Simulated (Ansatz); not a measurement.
# FeGe2: the cost of one run

Computed with Ansatz 0.2.0 (DFT PBE, scalar-relativistic, plane waves, PAW, unless a step's input says otherwise).

### 1 The structure to begin with

Symmetry: I4/mmm, No. 139, tetragonal system. Conventional cell: a = 3.775 Å, b = 3.775 Å, c = 6.191 Å, α = 90.00°, β = 90.00°, γ = 90.00°. Fe (site symmetry 4/mmm) is surrounded by 10 Ge at 2.52 to 2.73 Å. Ge (site symmetry 4mm) is surrounded by 1 Ge at 1.15 Å.

Structure file:

```cif
data_structure
_symmetry_space_group_name_H-M 'I4/mmm'
_symmetry_Int_Tables_number 139
_cell_length_a 3.7750
_cell_length_b 3.7750
_cell_length_c 6.1914
_cell_angle_alpha 90.000
_cell_angle_beta 90.000
_cell_angle_gamma 90.000
_cell_volume 88.23
loop_
_atom_site_label
_atom_site_type_symbol
_atom_site_symmetry_multiplicity
_atom_site_Wyckoff_symbol
_atom_site_fract_x
_atom_site_fract_y
_atom_site_fract_z
_atom_site_occupancy
Fe1 Fe 2 a 0.00000 0.00000 0.00000 1
Ge1 Ge 4 e 0.50000 0.50000 0.09300 1
```

(A quick probe on a coarse mesh, which set the mesh and smearing, is not shown.)

### 3 Coarse relaxation

File input.yaml:

```yaml
crystal:
  lattice:
    - [-1.887495425, 1.887495425, 3.095686584]
    - [1.887495425, -1.887495425, 3.095686584]
    - [1.887495425, 1.887495425, -3.095686584]
  atoms:
    - { symbol: Fe, position: [0.0, 0.0, 0.0], spin: 2.49 }
    - { symbol: Ge, position: [0.593, 0.593, 0.0] }
    - { symbol: Ge, position: [0.407, 0.407, 0.0] }
basis:
  ecutwfc: 420
kpoints:
  mp_grid: { grid: [6, 6, 6] }
hamiltonian:
  xc: pbe
scf:
  occupations: { method: gaussian, width: 0.1 }
  lower_state_search: "off"
output:
  forces: true
  stress: true
  eigenvalues: true
  populations: true
magnetization:
  spin_polarized: true
relax:
  adjacent_minimum: "off"
  f_tol: 0.04
  max_steps: 70
  cell: { stress_tol: 0.4 }
```

Launch:

```
> ansatz run input.yaml --threads 1 --pin off --max-ram 2560MiB --backend cpu --events-out ev --progress --plain --runs-dir out
```

**Question.** How long does this run take on 1 thread of Intel Xeon Platinum 8375C at 2.90GHz (Ice Lake), shared host, and how much memory does it need?

About 75 s, with a peak of 0.45 GiB.
